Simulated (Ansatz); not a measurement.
# AlN: the cost of one run

Computed with Ansatz 0.2.0 (DFT PBEsol, scalar-relativistic, plane waves, PAW, unless a step's input says otherwise).

The COD entry's cell or inner coordinates are ideal or old and differ from later refinements, so a difference from it is no clean test against experiment.

2 further runs of the same task are left out: 2 set aside as unsound or not needed.

## 1. The system as given

Symmetry: P6_3mc, No. 186, hexagonal system. The conventional cell has a = 3.114 Å, b = 3.114 Å, c = 4.983 Å, α = 90.00°, β = 90.00°, γ = 120.00°. Al (site symmetry 3m) has 4 N at 1.89 to 1.90 Å as nearest neighbours. N (site symmetry 3m) is surrounded by 4 Al at 1.89 to 1.90 Å.

Structure file:

```xyz
4
Lattice="3.1138 0.0000 0.0000 -1.5569 2.6966 0.0000 0.0000 0.0000 4.9834" Properties=species:S:1:pos:R:3 pbc="T T T"
Al    0.0000    1.7978   -0.0050
Al    1.5569    0.8989    2.4867
N     0.0000    1.7978    1.8987
N     1.5569    0.8989    4.3903
```

This cell was relaxed beforehand with the same method: volume 10.46 Å³/atom, gap on the mesh 4.09 eV.

## 2. The film's bulk: GaN

Relaxed beforehand at this level: -2061.4235 eV/atom, gap on the mesh 1.88 eV.

Space group P6_3mc (No. 186). a = 3.183 Å, b = 3.183 Å, c = 5.185 Å, α = 90.00°, β = 90.00°, γ = 120.00°
```tsv
atom	site	symmetry	x	y	z
Ga	2b	3m.	0.3333	0.6667	0.9992
N	2b	3m.	0.3333	0.6667	0.3758
```

## 3. Band edges and mean potential of the bulk

The input, input.yaml:

```yaml
crystal:
  lattice:
    - [3.1138126617, 0.0, 0.0]
    - [-1.5569063308, 2.6966408677, 0.0]
    - [0.0, 0.0, 4.9833864624]
  atoms:
    - { symbol: Al, position: [0.3333333333, 0.6666666667, -0.0009968572] }
    - { symbol: Al, position: [0.6666666667, 0.3333333333, 0.4990031428] }
    - { symbol: "N", position: [0.3333333333, 0.6666666667, 0.3809968572] }
    - { symbol: "N", position: [0.6666666667, 0.3333333333, 0.8809968572] }
basis:
  ecutwfc: 420
kpoints:
  mp_grid: { grid: [9, 9, 6] }
  band_path: { path: [VBM, CBM], npoints: 2 }
hamiltonian:
  xc: pbesol
scf:
  occupations: { method: gaussian, width: 0.02 }
output:
  forces: true
  stress: true
  eigenvalues: true
```

The run is started by

```
$ ansatz run input.yaml --threads 4 --pin off --max-ram 10240MiB --backend cpu --events-out ev --progress --plain --runs-dir out
```

Q: Estimate wall time and peak memory on 4 threads of Intel Xeon Platinum 8259CL at 2.50GHz (Skylake/Cascade Lake), shared host.

About 2.5 s, with a peak of 0.39 GiB.
